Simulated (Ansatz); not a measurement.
## ScAl₃: relaxed-ion elastic tensor

The calculation used Ansatz 0.2.0, DFT PBE, scalar-relativistic, plane waves, PAW. Cutoff 420 eV, 6×6×8 k-points (Γ-centred), Fermi-Dirac smearing of 0.15 eV. No spin polarisation.

Equilibrium structure at this level:
```
Sc Al
1.0
     5.87562    0.00000    0.00000
    -2.93781    5.08843    0.00000
     0.00000    0.00000    4.68048
Sc Al
2 6
Direct
  0.66667 0.33333 0.25000
  0.33333 0.66667 0.75000
  0.84164 0.15836 0.75000
  0.31671 0.15836 0.75000
  0.84164 0.68329 0.75000
  0.15836 0.84164 0.25000
  0.68329 0.84164 0.25000
  0.15836 0.31671 0.25000
```

It was reached by relaxing an invented guess, and it needn't be the stable form of this composition. In a metal, frequencies and elastic constants depend on the k mesh and the smearing, soft modes and shear constants most.

Problem. Give the relaxed-ion elastic constants (GPa, Voigt order xx yy zz yz xz xy, on the Cartesian axes of the cell above).

Solution.
```
124.2  51.2  63.5   0.0   0.0   0.0
 51.2 124.2  63.5   0.0   0.0   0.0
 63.5  63.5 134.9   0.0   0.0   0.0
  0.0   0.0   0.0  71.9   0.0   0.0
  0.0   0.0   0.0   0.0  71.9   0.0
  0.0   0.0   0.0   0.0   0.0  36.5
```

Problem. Is the crystal stable against homogeneous strain?

Solution. Yes: the least eigenvalue of the tensor is 36.5 GPa.

Problem. And the moduli of a polycrystal (Hill averages)?

Solution. B = 82 GPa, G = 47 GPa, E = 118 GPa, ν = 0.26.
